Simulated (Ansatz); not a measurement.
**Convergence notes, G0W0 on CdS (P6_3mc)**

CdS (started from an entry of an open crystallographic database), relaxed with r2SCAN; one-shot G0W0 in Ansatz without spin-orbit coupling. Calculated for a static, non-magnetic cell.

```
Cd S
1.0
     4.16462    0.00000    0.00000
    -2.08231    3.60667    0.00000
     0.00000    0.00000    6.76598
Cd S
2 2
Direct
  0.33333 0.66667 0.99903
  0.66667 0.33333 0.49903
  0.33333 0.66667 0.37597
  0.66667 0.33333 0.87597
```

Gaps are read over the mesh points alone. G0W0 here is at a finite number of bands, screening cutoff and k mesh, not at the basis limit.

| start | potentials | frequency model | mesh | empty bands | screening cutoff (eV) | Kohn-Sham gap (eV) | G0W0 gap (eV) | rough cost |
| --- | --- | --- | --- | --- | --- | --- | --- | --- |
| PBE | PAW | contour deformation | 6×6×2 | 165 | 80 | 1.17 | 1.87 | 3 core-minutes |
| PBE | PAW | contour deformation | 6×6×2 | 382 | 140 | 1.17 | 1.93 | 20 core-minutes |
| HSE06 | PAW | contour deformation | 6×6×2 | 382 | 140 | 2.19 | 2.53 | 25 core-minutes |

The quasiparticle gap on this mesh is 1.93 eV (direct at Γ), against 1.17 eV from PBE: +0.76 eV. Renormalisation factors Z lie between 0.73 and 0.78.

Raising bands and cutoff together moves the gap by +0.06 eV (80 to 140 eV); the last step is still large, so the basis limit isn't reached. Starting from HSE06 (2.19 eV against PBE's 1.17 eV) gives 2.53 eV, +0.60 eV from G0W0@PBE at the same screening cutoff.

With a shallow d shell on the cation, G0W0 converges slowly in bands and cutoff, so these values are in doubt.
